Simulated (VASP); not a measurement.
From an Ansatz input to VASP: MgO (zincblende)

Ansatz input

```yaml
crystal:
  lattice:
    - [0.0, 2.2820056617, 2.2820056617]
    - [2.2820056617, 0.0, 2.2820056617]
    - [2.2820056617, 2.2820056617, 0.0]
  atoms:
    - { symbol: Mg, position: [0.0, 0.0, 0.0] }
    - { symbol: O, position: [0.25, 0.25, 0.25] }
kpoints:
  mp_grid: { grid: [10, 10, 10] }
  band_path:
    path:
      - [0.0, 0.0, 0.0]
      - [-0.5, -0.5, 0.0]
      - [-0.375, -0.375, 0.25]
      - [-0.375, 0.0, 0.375]
      - [0.0, 0.0, 0.5]
      - [-0.5, -0.25, 0.25]
    npoints: 1
hamiltonian:
  xc: pbe
scf:
  occupations: { method: fermi_dirac, width: 0.02 }
  n_extra_bands: 4
output:
  forces: true
  stress: true
  eigenvalues: true
```

Translate this input to VASP.



INCAR

```
EDIFF = 1E-7
NBANDS = 11
SIGMA = 0.02
ISIF = 2
LASPH = .TRUE.
ISMEAR = -1
NELM = 120
IBRION = -1
GGA = PE
NSW = 0
LREAL = .FALSE.
PREC = Accurate
ENCUT = 520
LWAVE = .FALSE.
LCHARG = .FALSE.
```

KPOINTS

```
KPOINTS created by Atomic Simulation Environment
0
Gamma
10 10 10
0 0 0
```

KPOINTS_OPT

```
special points
6
Reciprocal
0.0000000000 0.0000000000 0.0000000000 1
-0.5000000000 -0.5000000000 0.0000000000 1
-0.3750000000 -0.3750000000 0.2500000000 1
-0.3750000000 0.0000000000 0.3750000000 1
0.0000000000 0.0000000000 0.5000000000 1
-0.5000000000 -0.2500000000 0.2500000000 1
```

POSCAR

```
Mg O
 1.0000000000000000
     0.0000000000000000    2.2820056617247078    2.2820056617247078
     2.2820056617247078    0.0000000000000000    2.2820056617247078
     2.2820056617247078    2.2820056617247078    0.0000000000000000
 Mg  O
   1   1
Cartesian
  0.0000000000000000  0.0000000000000000  0.0000000000000000
  1.1410028308623539  1.1410028308623539  1.1410028308623539
```

VASP ran with the recommended PBE PAW datasets (8 valence electrons in the cell). Other inputs would serve too.

```
                            Ansatz     VASP
gap between bands v and c  3.66 eV  3.64 eV
         least direct gap  3.66 eV  3.64 eV
                 pressure  3.9 GPa  3.5 GPa
```

Each program uses its own PAW datasets. VASP's cell holds 8 valence electrons and Ansatz's 16. Ansatz's stress includes a Pulay correction; VASP's doesn't.
